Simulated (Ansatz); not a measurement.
Crystal: SnTe.

```
Te Sn
1.0
     0.00000    3.61115    3.61115
     3.61115    0.00000    3.61115
     3.61115    3.61115    0.00000
Te Sn
1 1
Direct
  0.25000 0.25000 0.25000
  0.00000 0.00000 0.00000
```

Measurements of this composition are mostly on another form, of space group No. 225.

Base run:

```yaml
Program: Ansatz 0.2.0
Functional: HSE06
Potentials_or_basis: Ansatz PAW
Cutoff: "420 eV (not typed: the program's choice for these potentials)"
k_mesh: 4 × 4 × 4
Occupations: fermi-dirac, width 0.05 eV
Spin: no spin polarisation
```

Its results: band gap on the k mesh 0.38 eV, indirect (least direct gap 1.16 eV); pressure -0.6 GPa.

Question: The run is repeated on the same cell with these changes: functional from HSE06 to PBE0. What comes out?

Answer: Band gap on the k mesh 0.96 eV, indirect (least direct gap 1.78 eV); pressure -0.6 GPa.

Caveats: spin-orbit coupling is left out, which moves the levels of the heavy elements; the PAW data sets come from PBE, with cores solved anew for the run's functional, which leaves a small shift of forces and pressure; the thresholds are loose for stress.
